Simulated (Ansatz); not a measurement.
**Ta2Si: how settings move the results**

The task here is to estimate one member of a computed series from the others.

Computed with Ansatz 0.2.0 (DFT r2SCAN, scalar-relativistic, plane waves, PAW, unless a step's input says otherwise).

3 further runs of the same task are left out: 3 for a known fault of the program.

## The system as given

It takes space group I4/mcm (No. 140, tetragonal). Conventional cell: a = 6.176 Å, b = 6.176 Å, c = 5.047 Å, α = 90.00°, β = 90.00°, γ = 90.00°. Ta (site symmetry m2m) has 4 Si at 2.63 Å and 3 Ta at 2.86 to 2.94 Å as nearest neighbours. Si (site symmetry 422) has 2 Si at 2.52 Å and 8 Ta at 2.63 Å as nearest neighbours.

Structure file:

```xyz
6
Lattice="-3.0878 3.0878 2.5236 3.0878 -3.0878 2.5236 3.0878 3.0878 -2.5236" Properties=species:S:1:pos:R:3 pbc="T T T"
Ta    2.0775    1.0103    2.5236
Ta   -1.0103    2.0775    2.5236
Ta    1.0103    2.0775    0.0000
Ta    4.0980    1.0103    0.0000
Si    0.0000    0.0000    1.2618
Si    0.0000    0.0000    3.7855
```

Source of the structure: the Materials Project (structure only). It is taken as it stands there.

## The base run, which the others are set against

input.yaml reads:

```yaml
crystal:
  lattice:
    - [-3.0877629443, 3.0877629443, 2.5236412193]
    - [3.0877629443, -3.0877629443, 2.5236412193]
    - [3.0877629443, 3.0877629443, -2.5236412193]
  atoms:
    - { symbol: Ta, position: [0.66359321, 0.83640679, 0.5] }
    - { symbol: Ta, position: [0.83640679, 0.33640679, 0.17281358] }
    - { symbol: Ta, position: [0.33640679, 0.16359321, 0.5] }
    - { symbol: Ta, position: [0.16359321, 0.66359321, 0.82718642] }
    - { symbol: Si, position: [0.25, 0.25, 0.0] }
    - { symbol: Si, position: [0.75, 0.75, 0.0] }
basis:
  ecutwfc: 500
kpoints:
  mp_grid: { grid: [10, 10, 10] }
hamiltonian:
  xc: r2scan
scf:
  occupations: { method: gaussian, width: 0.1 }
output:
  forces: true
  stress: true
  eigenvalues: true
  populations: true
  write_density: true
  write_potential: true
  elf: true
  volumetric_format: npy
```

Its results, from an earlier run: -6843.1790 eV/atom at zero smearing, pressure -0.46 GPa, largest force 0.000 eV/Å, no gap on the mesh, in 6 SCF cycles and 79 s.

Set-up of the first run:

input.yaml reads:

```yaml
crystal:
  lattice:
    - [-3.0877629443, 3.0877629443, 2.5236412193]
    - [3.0877629443, -3.0877629443, 2.5236412193]
    - [3.0877629443, 3.0877629443, -2.5236412193]
  atoms:
    - { symbol: Ta, position: [0.66359321, 0.83640679, 0.5] }
    - { symbol: Ta, position: [0.83640679, 0.33640679, 0.17281358] }
    - { symbol: Ta, position: [0.33640679, 0.16359321, 0.5] }
    - { symbol: Ta, position: [0.16359321, 0.66359321, 0.82718642] }
    - { symbol: Si, position: [0.25, 0.25, 0.0] }
    - { symbol: Si, position: [0.75, 0.75, 0.0] }
basis:
  ecutwfc: 500
kpoints:
  mp_grid: { grid: [1, 1, 1] }
hamiltonian:
  xc: r2scan
scf:
  occupations: { method: gaussian, width: 0.1 }
output:
  forces: true
  stress: true
  eigenvalues: true
```

Run with:

```bash
$ ansatz run input.yaml --threads 1 --pin off --max-ram 2560MiB --backend cpu --events-out ev --progress --plain --runs-dir out
```

Steps of the session up to this table: K-point mesh set to 1×1×1; K-point mesh: 2×2×2; K-point mesh: 4×4×4; K-point mesh: 6×6×6; K-point mesh set to 8×8×8; K-point mesh: 12×12×12; K-point mesh: 14×14×14; K-point mesh: 16×16×16.

One of the session's tables, all rows but one given; the rest of the session is left out.

It belongs to the step «The sweep of the k-point mesh side by side». 

```
    mesh  ΔE (meV/atom)  pressure (GPa)  largest change of a force component (eV/Å)
   1×1×1            493            4.55                                       1.426
   2×2×2          -2.25            0.70                                       0.294
   4×4×4              ?               ?                                           ?
   6×6×6          -0.90           -0.50                                       0.003
   8×8×8           1.19           -0.47                                       0.014
10×10×10          -0.15           -0.46                                       0.001
12×12×12           0.20           -0.45                                       0.005
14×14×14           0.05           -0.46                                       0.002
16×16×16           0.00           -0.46                                       0.000
```

Estimate the missing values for 4×4×4.

As computed: ΔE (meV/atom): -2.14; pressure (GPa): -0.16; largest change of a force component (eV/Å): 0.063. In the column «ΔE (meV/atom)» it lies between 2×2×2 (-2.25) and 6×6×6 (-0.90).

Limits of these values: The error changes sign along the series, since a k mesh isn't variational, and a metal needs dense meshes to resolve its Fermi surface.
